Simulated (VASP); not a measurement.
# GaN: single point with LDA

The system is GaN, a slab with vacuum.

```
Ga N
1.0
     3.15678    0.00000    0.00000
     0.00000    5.14792    0.00000
     0.00000    0.00000   26.84670
Ga N
10 10
Cartesian
  3.1568 0.0035 7.5000
  1.5784 2.5774 8.4113
  1.5784 0.0035 10.2339
  0.0000 2.5774 11.1451
  3.1568 0.0035 12.9677
  1.5784 2.5774 13.8790
  1.5784 0.0035 15.7016
  0.0000 2.5774 16.6128
  0.0000 0.0035 18.4354
  1.5784 2.5774 19.3467
  3.1568 3.2140 7.5000
  1.5784 0.6400 8.4113
  1.5784 3.2140 10.2339
  0.0000 0.6400 11.1451
  3.1568 3.2140 12.9677
  1.5784 0.6400 13.8790
  1.5784 3.2140 15.7016
  0.0000 0.6400 16.6128
  0.0000 3.2140 18.4354
  1.5784 0.6400 19.3467
```

```json
{"Program": "VASP 6.6.1", "Task": "single point", "Functional": "LDA", "Potentials or basis": "VASP PAW LDA potentials, release 64 (Ga_d, N)", "Cutoff": "520 eV", "k mesh": "8 × 5 × 1", "Occupations": "gaussian, width 0.03 eV", "Spin": "no spin polarisation", "Dipole correction": "yes", "Further INCAR settings": "ALGO = Normal; EDIFF = 1e-06"}
```

```json
{
 "Largest force": "2.622 eV/Å",
 "Band gap on the k mesh": "0.69 eV, direct",
 "Ionisation potential of the upper face": "5.41 eV"
}
```

Forces on the atoms (eV/Å):
```
Ga   0.000 -2.121  1.542
Ga   0.000  1.173 -1.581
Ga   0.000 -0.511  0.227
Ga   0.000  0.205 -0.158
Ga   0.000 -0.041  0.077
Ga   0.000 -0.041 -0.077
Ga   0.000  0.205  0.158
Ga   0.000 -0.511 -0.227
Ga   0.000  1.173  1.581
Ga   0.000 -2.121 -1.542
N    0.000  0.791  0.517
N    0.000  0.505 -1.064
N    0.000 -0.031  0.597
N    0.000  0.028 -0.228
N    0.000  0.002  0.153
N    0.000  0.002 -0.153
N    0.000  0.028  0.228
N    0.000 -0.031 -0.597
N    0.000  0.505  1.064
N    0.000  0.791 -0.517
```

Levels at points of the mesh, in eV from the valence-band top:
| k point | band 87 | band 88 | band 89 | band 90 | band 91 | band 92 | band 93 | band 94 |
| --- | --- | --- | --- | --- | --- | --- | --- | --- |
| (0.00, 0.00, 0.00) | -0.30 | -0.25 | -0.02 | 0.00 | 0.69 | 1.09 | 2.66 | 3.73 |
| (0.50, 0.00, 0.00) | -1.72 | -1.72 | -0.53 | -0.53 | 1.93 | 1.93 | 4.78 | 4.78 |

Core levels (eV, on the scale of the bands):
```csv
atom,levels
1 Ga,"1s -10172.2, 2s -1251.3, 2p -1090.8, 3s -141.6, 3p -93.0"
2 Ga,"1s -10170.9, 2s -1250.0, 2p -1089.5, 3s -140.4, 3p -91.8"
3 Ga,"1s -10171.7, 2s -1250.8, 2p -1090.3, 3s -141.1, 3p -92.6"
4 Ga,"1s -10171.4, 2s -1250.5, 2p -1090.0, 3s -140.9, 3p -92.4"
5 Ga,"1s -10171.5, 2s -1250.6, 2p -1090.2, 3s -141.0, 3p -92.5"
6 Ga,"1s -10171.5, 2s -1250.6, 2p -1090.2, 3s -141.0, 3p -92.5"
```

It took 4.7 min on 8 MPI ranks on Intel(R) Xeon(R) Platinum 8488C (Sapphire Rapids), with other jobs on the host, peak memory 0.23 GiB a rank.

As with any semilocal functional, this LDA gap is likely too small.
